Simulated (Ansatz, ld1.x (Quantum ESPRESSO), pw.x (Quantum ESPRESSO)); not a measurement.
# Equation-of-state test of one TM potential (zinc)

| Item | Value |
| --- | --- |
| Element | zinc |
| Generator | ld1.x (Quantum ESPRESSO) 7.5 |
| Type | norm-conserving Troullier–Martins (Kleinman–Bylander form) |
| Functional | PBE |
| Relativity | scalar-relativistic |
| Frozen core | [Ar] 3d10 |
| Valence charge | 2 |
| Reference configuration | 4s2 4p0 |
| Partial waves | 4s (bound): rc 1.65 bohr; 4p (bound, empty): rc 3.15 bohr |
| Local potential | all-electron potential smoothed inside 2.90 bohr (lloc = -1) |
| Core correction | Bessel-smoothed model core inside 1.50 bohr |

Atomic tests: cutoffs needed: 12 Ry and 35 Ry (the cutoffs (Ry, on a coarse ladder) from which the occupation-weighted sum of valence levels, in a spherical-Bessel basis at the reference potential, stays within 10 and 1 mRy of its value at 400 Ry); ghost test: no extra level below or beside the all-electron valence levels (s, p, d, f tested) (spherical-Bessel basis up to 400 Ry, 20 bohr box); largest excitation error: -238 meV (all-electron minus pseudo) for 4s0 4p1, out of 5 test configurations.

Crystal test: diamond Zn in pw.x 7.5, no spin, 8³ k-points, Fermi–Dirac smearing 0.01 Ry, cutoffs 50/200 Ry. The reference is all-electron LAPW (Ansatz 0.2.0) with the same functional, mesh and smearing; V0 and B0 come from Birch–Murnaghan fits to the pressures at five volumes. Errors are pseudo minus all-electron; Δ is the rms difference of the E(V) curves that follow from these fits, minima aligned, over ±6 % about the mean V0. Mesh and smearing are coarse, so the numbers serve the comparison and aren't converged zero-temperature values; the lattice is a test structure that the element need not adopt.

All-electron: a0 = 5.826 Å (V0 = 24.72 Å³/atom), B0 = 25.8 GPa.

Problem. How far does the potential miss the all-electron equation of state?

Solution. mean pressure error (GPa): -5.31. The pressure does not cross zero within the volumes sampled, so no fit is given. The largest radius (3.15 bohr) exceeds half the bond length (2.38 bohr), so the spheres overlap, which is one possible source of error among others. This is a poor potential for the solid.

```
V (Å³/atom)  P all-electron (GPa)  P pseudo (GPa)
     23.482                  1.53           -4.88
     24.100                  0.71           -5.08
     24.718                  0.01           -5.24
     25.336                 -0.59           -5.36
     25.954                 -1.10           -5.44
```

Problem. At the middle volume, how do free energy and pressure move when the wave cutoff is lowered (ecutrho kept at four times it)?

Solution.

```tsv
cutoff (Ry)	shift of F (meV/atom)	shift of P (GPa)
22	+45.4	-0.53
30	+7.8	-0.19
40	+1.9	+0.08
```

The run at the middle volume (29 k-points, 8 iterations) took about 11 s on one core of a shared host (Neoverse-N1, 64 threads, 498 GiB, load 18).
